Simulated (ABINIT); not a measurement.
# AlN (F-43m) in ABINIT: notebook, part 2 of 2

ABINIT 10.8.3 (patched build).

## (3) Band structure, LDA-PZ

Input file run.abi:

```
# Datasets: ground state, then fixed potential
ndtset 2

# Pseudopotentials
pp_dirpath "./"
pseudos "Al.LDA_PW-JTH.xml, N.LDA_PW-JTH.xml"

# Structure
acell 3*1.0
rprim
     0.0000000000     4.1271496856     4.1271496856
     4.1271496856     0.0000000000     4.1271496856
     4.1271496856     4.1271496856     0.0000000000
ntypat 2
znucl 13 7
natom 2
typat 1 2
xcart
     0.0000000000     0.0000000000     0.0000000000
     1.0919967798     1.0919967798     1.0919967798 Angstrom

# Plane-wave basis
ecut 25.0
pawecutdg 47.0

# Exchange and correlation
ixc 2

# Bands and occupations
occopt 3
tsmear 0.00183747

# SCF cycle
nstep 100

# Output
iomode 3
prtwf 0
prteig 0
prtebands 0
prtden1 1

# Dataset 1
kptopt1 1
ngkpt1 10 10 10
nshiftk1 1
shiftk1 0.0 0.0 0.0
nband1 8
tolvrs1 1.0e-9

# Dataset 2: bands along G-X-W-K-G-L-U-W-L-K
iscf2 -2
getden2 1
nband2 12
nbdbuf2 2
tolwfr2 1.0e-12
kptopt2 -9
ndivsm2 5
prteig2 1
prtvol2 -3
kptbounds2
     0.0000000000     0.0000000000     0.0000000000
     0.5000000000     0.0000000000     0.5000000000
     0.5000000000     0.2500000000     0.7500000000
     0.3750000000     0.3750000000     0.7500000000
     0.0000000000     0.0000000000     0.0000000000
     0.5000000000     0.5000000000     0.5000000000
     0.6250000000     0.2500000000     0.6250000000
     0.5000000000     0.2500000000     0.7500000000
     0.5000000000     0.5000000000     0.5000000000
     0.3750000000     0.3750000000     0.7500000000
```

Potentials or basis: JTH PAW LDA v2.0.

Launch:

```console
$ abinit run.abi > log 2>&1
```

run.abo:

```text
.Version 10.8.3 of ABINIT
 DATASET    1 : space group F-4 3 m (#216); Bravais cF (face-center cubic)
================================================================================
 Values of the parameters that define the memory need for DATASET  1.
     intxc =       0    ionmov =       0      iscf =      17    lmnmax =       8
     lnmax =       4     mgfft =      30  mpssoang =       2    mqgrid =    3001
     natom =       2  nloc_mem =       2    nspden =       1   nspinor =       1
    nsppol =       1      nsym =      24    n1xccc =       1    ntypat =       2
    occopt =       3   xclevel =       1
       mpw =         866          nfft =       27000          nkpt =          47
 PAW method is used; the additional fine FFT grid is defined by:
   mgfftf=        40    nfftf =     64000
================================================================================
================================================================================

 DATASET    2 : space group F-4 3 m (#216); Bravais cF (face-center cubic)
================================================================================
 Values of the parameters that define the memory need for DATASET  2.
     intxc =       0    ionmov =       0      iscf =      -2    lmnmax =       8
     lnmax =       4     mgfft =      30  mpssoang =       2    mqgrid =    3001
     natom =       2  nloc_mem =       2    nspden =       1   nspinor =       1
    nsppol =       1      nsym =      24    n1xccc =       1    ntypat =       2
    occopt =       3   xclevel =       1
       mpw =         871          nfft =       27000          nkpt =          87
 PAW method is used; the additional fine FFT grid is defined by:
   mgfftf=        40    nfftf =     64000
================================================================================
================================================================================

--------------------------------------------------------------------------------
------------- Echo of variables that govern the present computation ------------
--------------------------------------------------------------------------------
 -outvars: echo values of preprocessed input variables --------
[... 799 lines left out ...]
    2      1.09199677906168     1.09199677906168     1.09199677906168
 length scales=  1.000000000000  1.000000000000  1.000000000000 bohr
              =  0.529177210544  0.529177210544  0.529177210544 angstroms
 Eigenvalues (hartree) for nkpt=  87  k points:
 kpt#   1, nband= 12, wtk=  1.00000, kpt=  0.0000  0.0000  0.0000 (reduced coord)
  -0.28940    0.25600    0.25600    0.25600    0.41103    0.70845    0.70845    0.70845
   0.89990    0.89990    0.95101    0.95101
 kpt#   2, nband= 12, wtk=  1.00000, kpt=  0.0357  0.0000  0.0357 (reduced coord)
  -0.28845    0.25156    0.25496    0.25496    0.41584    0.70519    0.70983    0.70983
   0.87189    0.90131    0.95393    0.95393
 kpt#   3, nband= 12, wtk=  1.00000, kpt=  0.0714  0.0000  0.0714 (reduced coord)
  -0.28564    0.23981    0.25195    0.25195    0.42852    0.69610    0.71388    0.71388
   0.82629    0.90554    0.96264    0.96264
 kpt#   4, nband= 12, wtk=  1.00000, kpt=  0.1071  0.0000  0.1071 (reduced coord)
  -0.28101    0.22367    0.24723    0.24723    0.44535    0.68287    0.72035    0.72035
   0.78035    0.91259    0.97702    0.97702
 kpt#   5, nband= 12, wtk=  1.00000, kpt=  0.1429  0.0000  0.1429 (reduced coord)
  -0.27466    0.20548    0.24118    0.24118    0.46242    0.66755    0.72886    0.72886
   0.73841    0.92244    0.99687    0.99687
 kpt#   6, nband= 12, wtk=  1.00000, kpt=  0.1786  0.0000  0.1786 (reduced coord)
  -0.26672    0.18665    0.23425    0.23425    0.47550    0.65225    0.70379    0.73901
[... 230 lines left out ...]
  -0.20011    0.06290    0.17236    0.22234    0.50558    0.59602    0.70157    0.70986
   0.86892    0.95225    1.04328    1.14907
 kpt#  84, nband= 12, wtk=  1.00000, kpt=  0.4167  0.4167  0.6667 (reduced coord)
  -0.19620    0.07309    0.15312    0.21736    0.48610    0.61163    0.70527    0.72728
   0.84799    0.95031    1.08579    1.15477
 kpt#  85, nband= 12, wtk=  1.00000, kpt=  0.4028  0.4028  0.6944 (reduced coord)
  -0.19250    0.08439    0.13541    0.21261    0.46879    0.62138    0.71164    0.74396
   0.82976    0.95351    1.12714    1.16179
 kpt#  86, nband= 12, wtk=  1.00000, kpt=  0.3889  0.3889  0.7222 (reduced coord)
  -0.18954    0.09519    0.12169    0.20836    0.45405    0.62379    0.72078    0.75834
   0.81574    0.96290    1.14846    1.18373
 kpt#  87, nband= 12, wtk=  1.00000, kpt=  0.3750  0.3750  0.7500 (reduced coord)
  -0.18786    0.09746    0.12061    0.20485    0.44210    0.62061    0.72886    0.76939
   0.80768    0.97861    1.15011    1.22063

== END DATASET(S) ==============================================================
================================================================================

 -outvars: echo values of variables after computation  --------
            acell      1.0000000000E+00  1.0000000000E+00  1.0000000000E+00 Bohr
           etotal1    -1.2277741338E+01
            fcart1    -0.0000000000E+00 -0.0000000000E+00 -0.0000000000E+00
                      -0.0000000000E+00 -0.0000000000E+00 -0.0000000000E+00
            rprim      0.0000000000E+00  4.1271496856E+00  4.1271496856E+00
                       4.1271496856E+00  0.0000000000E+00  4.1271496856E+00
                       4.1271496856E+00  4.1271496856E+00  0.0000000000E+00
           strten1     1.3460027620E-04  1.3460027620E-04  1.3460027620E-04
                       0.0000000000E+00  0.0000000000E+00  0.0000000000E+00
           xangst      0.0000000000E+00  0.0000000000E+00  0.0000000000E+00
                       1.0919967791E+00  1.0919967791E+00  1.0919967791E+00
             xred      0.0000000000E+00  0.0000000000E+00  0.0000000000E+00
                       2.5000000000E-01  2.5000000000E-01  2.5000000000E-01
 Calculation completed.
```

It took 19 s on 1 thread of Arm Neoverse V2, shared host; peak memory 0.11 GiB.

What came out:

* Free energy: -334.0944 eV
* Band gap on the k mesh: 3.23 eV, indirect (least direct gap 4.22 eV)
* Valence electrons inside the program's atomic spheres: Al 0.92; N 2.63

Levels at the corners of the path, in eV from the valence-band top:
```
point  band 1  band 2  band 3  band 4  band 5  band 6  band 7  band 8
    Γ  -14.84    0.00    0.00    0.00    4.22   12.31   12.31   12.31
    X  -12.06   -4.97   -1.80   -1.80    3.23    8.39   13.74   15.49
    W  -12.00   -3.84   -3.48   -2.74    5.96   11.24   11.82   11.95
    K  -12.08   -4.31   -3.68   -1.39    5.06    9.92   12.87   13.97
    Γ  -14.84    0.00    0.00    0.00    4.22   12.31   12.31   12.31
    L  -12.72   -5.92   -0.49   -0.49    7.25    9.77   10.96   10.96
    U  -12.08   -4.31   -3.68   -1.39    5.06    9.92   12.87   13.97
    W  -12.00   -3.84   -3.48   -2.74    5.96   11.24   11.82   11.95
    L  -12.72   -5.92   -0.49   -0.49    7.25    9.77   10.96   10.96
    K  -12.08   -4.31   -3.68   -1.39    5.06    9.92   12.87   13.97
```

Caveat: the cutoff is too short for stress, so the log's stress isn't used. A k mesh can miss the band edges.

## (4) Band structure, AM05

run.abi: that of step 3 with these lines changed.

```diff
@@ -5,3 +5,3 @@
 pp_dirpath "./"
-pseudos "Al.LDA_PW-JTH.xml, N.LDA_PW-JTH.xml"
+pseudos "Al.GGA_PBE-JTH.xml, N.GGA_PBE-JTH.xml"
 
@@ -17,5 +17,5 @@
 typat 1 2
-xcart
+xred
      0.0000000000     0.0000000000     0.0000000000
-     1.0919967798     1.0919967798     1.0919967798 Angstrom
+     0.2500000000     0.2500000000     0.2500000000
 
@@ -26,3 +26,3 @@
 # Exchange and correlation
-ixc 2
+ixc -120135
 
@@ -30,3 +30,3 @@
 occopt 3
-tsmear 0.00183747
+tsmear 0.05 eV
```

Potentials or basis: JTH PAW PBE v2.0.

Launch:

```console
$ abinit run.abi > log 2>&1
```

run.abo:

```text
.Version 10.8.3 of ABINIT
 DATASET    1 : space group F-4 3 m (#216); Bravais cF (face-center cubic)
================================================================================
 Values of the parameters that define the memory need for DATASET  1.
     intxc =       0    ionmov =       0      iscf =      17    lmnmax =       8
     lnmax =       4     mgfft =      30  mpssoang =       2    mqgrid =    3001
     natom =       2  nloc_mem =       2    nspden =       1   nspinor =       1
    nsppol =       1      nsym =      24    n1xccc =       1    ntypat =       2
    occopt =       3   xclevel =       2
       mpw =         866          nfft =       27000          nkpt =          47
 PAW method is used; the additional fine FFT grid is defined by:
   mgfftf=        40    nfftf =     64000
================================================================================
================================================================================

[... 1071 lines left out ...]
   0.82273    0.97101    1.15878    1.19033
 kpt#  87, nband= 12, wtk=  1.00000, kpt=  0.3750  0.3750  0.7500 (reduced coord)
  -0.19033    0.10106    0.12303    0.20771    0.44360    0.62665    0.73671    0.77557
   0.81452    0.98682    1.16059    1.22326

== END DATASET(S) ==============================================================
================================================================================

 -outvars: echo values of variables after computation  --------
            acell      1.0000000000E+00  1.0000000000E+00  1.0000000000E+00 Bohr
           etotal1    -1.2161980939E+01
            fcart1     3.6698764363E-29  3.6698764363E-29 -1.1009629309E-28
                      -3.6698764363E-29 -3.6698764363E-29  1.1009629309E-28
            rprim      0.0000000000E+00  4.1271496856E+00  4.1271496856E+00
                       4.1271496856E+00  0.0000000000E+00  4.1271496856E+00
                       4.1271496856E+00  4.1271496856E+00  0.0000000000E+00
           strten1    -8.6689815464E-05 -8.6689815464E-05 -8.6689815464E-05
                       0.0000000000E+00  0.0000000000E+00  0.0000000000E+00
           xangst      0.0000000000E+00  0.0000000000E+00  0.0000000000E+00
                       1.0919967791E+00  1.0919967791E+00  1.0919967791E+00
             xred      0.0000000000E+00  0.0000000000E+00  0.0000000000E+00
                       2.5000000000E-01  2.5000000000E-01  2.5000000000E-01
 Calculation completed.
```

Run time: 24 s. Hardware: 1 thread of Arm Neoverse V2, shared host; peak memory 0.11 GiB.

What came out:

```
Free energy                                           : -330.9444 eV
Band gap on the k mesh                                : 3.17 eV, indirect (least direct gap 4.15 eV)
Valence electrons inside the program's atomic spheres : Al 0.90; N 2.63
```

Levels at the corners of the path, in eV from the valence-band top:
| point | band 1 | band 2 | band 3 | band 4 | band 5 | band 6 | band 7 | band 8 | band 9 |
| --- | --- | --- | --- | --- | --- | --- | --- | --- | --- |
| Γ | -14.94 | 0.00 | 0.00 | 0.00 | 4.15 | 12.45 | 12.45 | 12.45 | 17.60 |
| X | -12.21 | -4.95 | -1.80 | -1.80 | 3.17 | 8.50 | 13.88 | 15.62 | 15.62 |
| W | -12.15 | -3.80 | -3.49 | -2.75 | 5.93 | 11.30 | 11.88 | 12.13 | 17.13 |
| K | -12.22 | -4.29 | -3.69 | -1.39 | 5.03 | 10.01 | 13.00 | 14.06 | 15.12 |
| Γ | -14.94 | 0.00 | 0.00 | 0.00 | 4.15 | 12.45 | 12.45 | 12.45 | 17.60 |
| L | -12.85 | -5.93 | -0.49 | -0.49 | 7.31 | 9.74 | 11.03 | 11.03 | 17.84 |
| U | -12.22 | -4.29 | -3.69 | -1.39 | 5.03 | 10.01 | 13.00 | 14.06 | 15.12 |
| W | -12.15 | -3.80 | -3.49 | -2.75 | 5.93 | 11.30 | 11.88 | 12.13 | 17.13 |
| L | -12.85 | -5.93 | -0.49 | -0.49 | 7.31 | 9.74 | 11.03 | 11.03 | 17.84 |
| K | -12.22 | -4.29 | -3.69 | -1.39 | 5.03 | 10.01 | 13.00 | 14.06 | 15.12 |

Caveat: the cutoff is too short for stress, so the log's stress isn't used; the PAW data sets were made with another functional, which shifts forces and pressure a little.

## (5) Equation of state, LDA-Teter

Input file run.abi:

```
# Datasets: one volume each
ndtset 7
getwfk -1
scalecart1 3*0.9795861087
scalecart2 3*0.9864848297
scalecart3 3*0.9932883884
scalecart4 3*1.0000000000
scalecart5 3*1.0066227096
scalecart6 3*1.0131594038
scalecart7 3*1.0196128224

# Pseudopotentials
pp_dirpath "./"
pseudos "Al.LDA_PW-JTH.xml, N.LDA_PW-JTH.xml"

# Structure
acell 3.0886333121 3.0886333121 3.0886333121 Angstrom
rprim
     0.0000000000     0.7071067812     0.7071067812
     0.7071067812     0.0000000000     0.7071067812
     0.7071067812     0.7071067812     0.0000000000
ntypat 2
znucl 13 7
natom 2
typat 1 2
xred
     0.0000000000     0.0000000000     0.0000000000
     0.2500000000     0.2500000000     0.2500000000

# Plane-wave basis
ecut 25.0
pawecutdg 47.0

# k points
kptopt 1
ngkpt 10 10 10
nshiftk 1
shiftk 0.0 0.0 0.0

# Exchange and correlation
ixc 1

# Bands and occupations
nband 8
occopt 3
tsmear 0.05 eV

# SCF cycle
nstep 100
tolvrs 1.0e-9

# Output
iomode 3
prtwf 1
prtden 0
prteig 0
prtebands 0
```

Potentials or basis: JTH PAW LDA v2.0.

Launch:

```console
$ abinit run.abi > log 2>&1
```

Wall time 46 s (1 thread of Arm Neoverse V2, shared host); peak memory 0.11 GiB.

The run converged. Its results:

| Item | Value |
| --- | --- |
| Equilibrium volume | 10.23 Å³/atom |
| Bulk modulus | 210 GPa |
| Pressure derivative of the bulk modulus | 3.7 |

Energy against volume, from the lowest point:
```csv
volume (Å³/atom),energy (meV/atom)
9.792,12.83
10.001,3.30
10.209,0.00
10.417,2.19
10.626,9.60
10.834,21.62
11.042,37.83
```

Caveat: the cutoff is too short for stress, so the log's stress isn't used; pressures at fixed basis lie under the slope of the energies.

## (6) Band structure, PBEsol

Input file run.abi:

```
# Datasets: ground state, then fixed potential
ndtset 2

# Pseudopotentials
pp_dirpath "./"
pseudos "Al.upf, N.upf"

# Structure
acell 3.0886333121 3.0886333121 3.0886333121 Angstrom
rprim
     0.0000000000     0.7071067812     0.7071067812
     0.7071067812     0.0000000000     0.7071067812
     0.7071067812     0.7071067812     0.0000000000
ntypat 2
znucl 13 7
natom 2
typat 1 2
xred
     0.0000000000     0.0000000000     0.0000000000
     0.2500000000     0.2500000000     0.2500000000

# Plane-wave basis
ecut 42.0

# Exchange and correlation
ixc -116133

# Bands and occupations
occopt 3
tsmear 0.00183747

# SCF cycle
nstep 100

# Output
iomode 3
prtwf 0
prteig 0
prtebands 0
enunit 1
prtden1 1

# Dataset 1
kptopt1 1
ngkpt1 10 10 10
nshiftk1 1
shiftk1 0.0 0.0 0.0
nband1 8
tolvrs1 1.0e-10

# Dataset 2: bands along G-X-W-K-G-L-U-W-L-K
iscf2 -2
getden2 1
nband2 12
nbdbuf2 2
tolwfr2 1.0e-12
kptopt2 -9
ndivsm2 6
prteig2 1
kptbounds2
     0.0000000000     0.0000000000     0.0000000000
     0.5000000000     0.0000000000     0.5000000000
     0.5000000000     0.2500000000     0.7500000000
     0.3750000000     0.3750000000     0.7500000000
     0.0000000000     0.0000000000     0.0000000000
     0.5000000000     0.5000000000     0.5000000000
     0.6250000000     0.2500000000     0.6250000000
     0.5000000000     0.2500000000     0.7500000000
     0.5000000000     0.5000000000     0.5000000000
     0.3750000000     0.3750000000     0.7500000000
```

Potentials or basis: PseudoDojo NC SR PBEsol v0.4 stringent.

Launch:

```console
$ abinit run.abi > log 2>&1
```

Run time: 46 s. Hardware: 1 thread of Arm Neoverse V2, shared host; peak memory 0.11 GiB.

The run converged. Its results:

```yaml
Free_energy: -347.3071 eV
Pressure: 1.2 GPa
Band_gap_on_the_k_mesh: 3.19 eV, indirect (least direct gap 4.12 eV)
Band_gap_along_the_path: 3.19 eV, indirect (least direct gap 4.12 eV)
Valence_electrons_inside_the_program's_atomic_spheres: Al 1.10; N 5.35
```

Levels at the corners of the path, in eV from the valence-band top:
| point | band 2 | band 3 | band 4 | band 5 | band 6 | band 7 |
| --- | --- | --- | --- | --- | --- | --- |
| Γ | 0.00 | 0.00 | 0.00 | 4.12 | 12.47 | 12.47 |
| X | -4.95 | -1.80 | -1.80 | 3.19 | 8.51 | 13.82 |
| W | -3.81 | -3.49 | -2.75 | 5.94 | 11.29 | 11.86 |
| K | -4.29 | -3.69 | -1.39 | 5.05 | 10.00 | 12.96 |
| Γ | 0.00 | 0.00 | 0.00 | 4.12 | 12.47 | 12.47 |
| L | -5.92 | -0.49 | -0.49 | 7.28 | 9.74 | 11.05 |
| U | -4.29 | -3.69 | -1.39 | 5.05 | 10.00 | 12.96 |
| W | -3.81 | -3.49 | -2.75 | 5.94 | 11.29 | 11.86 |
| L | -5.92 | -0.49 | -0.49 | 7.28 | 9.74 | 11.05 |
| K | -4.29 | -3.69 | -1.39 | 5.05 | 10.00 | 12.96 |

A hybrid or GW would open this gap; PBEsol tends to underestimate it.

## (7) The runs side by side

```csv
task,level,potentials or basis,cutoff (eV),fine-grid cutoff,gap on the mesh (eV),pressure (GPa)
band structure,PBE,Ansatz NC PBE,1252,-,3.31,4.7
band structure,LDA-PZ,JTH PAW LDA v2.0,680,1278.94 eV,3.23,-
band structure,AM05,JTH PAW PBE v2.0,680,1278.94 eV,3.17,-
equation of state,LDA-Teter,JTH PAW LDA v2.0,680,1278.94 eV,-,-
band structure,PBEsol,PseudoDojo NC SR PBEsol v0.4 stringent,1143,-,3.19,1.2
```

Alike in all rows: no spin polarisation; cell as given; k mesh 10 × 10 × 10; smearing fermi-dirac 0.05 eV.

Caveats: the PAW data sets were made with another functional, which shifts forces and pressure a little (some runs); pressures at fixed basis lie under the slope of the energies (some runs).

Total energies depend on the potentials used, so only differences within one code and one set of settings carry meaning.
